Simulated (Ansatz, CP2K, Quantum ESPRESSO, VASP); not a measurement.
One calculation of Y, 5 ways

```
Y
1.0
     3.64740    0.00000    0.00000
    -1.82370    3.15874    0.00000
     0.00000    0.00000    5.73060
Y
2
Direct
  0.66667 0.33333 0.75000
  0.33333 0.66667 0.25000
```

Alike in all runs: task band structure; functional PBE; k mesh 8 × 8 × 5; occupations fermi-dirac, width 0.05 eV; no spin polarisation; no spin-orbit coupling. Pressure is positive in compression and, in plane waves, holds the error of the finite cutoff, which Ansatz's Pulay term estimates and takes out.

```tsv
program and potentials	plane-wave cutoff (eV)	notes	pressure (GPa)
Ansatz, Ansatz PAW	420	-	-0.12
CP2K, POTENTIAL_UZH Y GTH-PBE-q11; TZVP-MOLOPT-PBE-GTH basis	-	atomic basis	-0.09
Ansatz, all-electron LAPW, scalar-relativistic	-	-	-0.12
Quantum ESPRESSO, PseudoDojo 0.4.1 SR PBE standard	980	-	-0.13
VASP, PBE PAW files Y_sv, 520 eV	520	-	-0.24
```

The pressure spans -0.24 (VASP, PBE PAW files Y_sv, 520 eV) to -0.09 GPa (CP2K, POTENTIAL_UZH Y GTH-PBE-q11; TZVP-MOLOPT-PBE-GTH basis), with all-electron results at -0.12. Rows in atomic bases carry the error of their basis and grid, which can be large.

Differences between rows come from potentials, basis sets and numerical settings, since the functional is the same but for its coding. Runs on potential files found faulty are left out.
